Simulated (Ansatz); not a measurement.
# NaI in Ansatz: the effect of functional

Crystal: NaI.

```
CELL_PARAMETERS angstrom
0.00000 3.29987 3.29987
3.29987 0.00000 3.29987
3.29987 3.29987 0.00000
ATOMIC_POSITIONS crystal
I 0.50000 0.50000 0.50000
Na 0.00000 0.00000 0.00000
```

The cell isn't the ideal one: volume scaled by 1.06.

Alike in all runs:

| Item | Value |
| --- | --- |
| Program | Ansatz 0.2.0 |
| Task | single point |
| Potentials or basis | Ansatz PAW |
| k mesh | 7 × 7 × 7 |
| Occupations | fermi-dirac, width 0.05 eV |
| Spin | no spin polarisation |

```tsv
functional	cutoff	gap on the mesh (eV)	pressure (GPa)
LDA	420 eV (not typed: the program's choice for these potentials)	?	?
PBEsol	420 eV (not typed: the program's choice for these potentials)	3.37	-1.2
r2SCAN	500 eV (not typed: the program's choice for these potentials)	4.26	-0.9
```

What does the run with functional LDA give?

gap on the mesh 3.19 eV; pressure -2.3 GPa.

Caveats: odd divisions of the mesh miss points on the zone boundary, where band edges often lie, so the gap on the mesh can be too wide; spin-orbit coupling is left out, which moves the levels of the heavy elements; the PAW data sets come from PBE, with cores solved anew for the run's functional, which leaves a small shift of forces and pressure.

Runs at the PBE level aren't shown here.
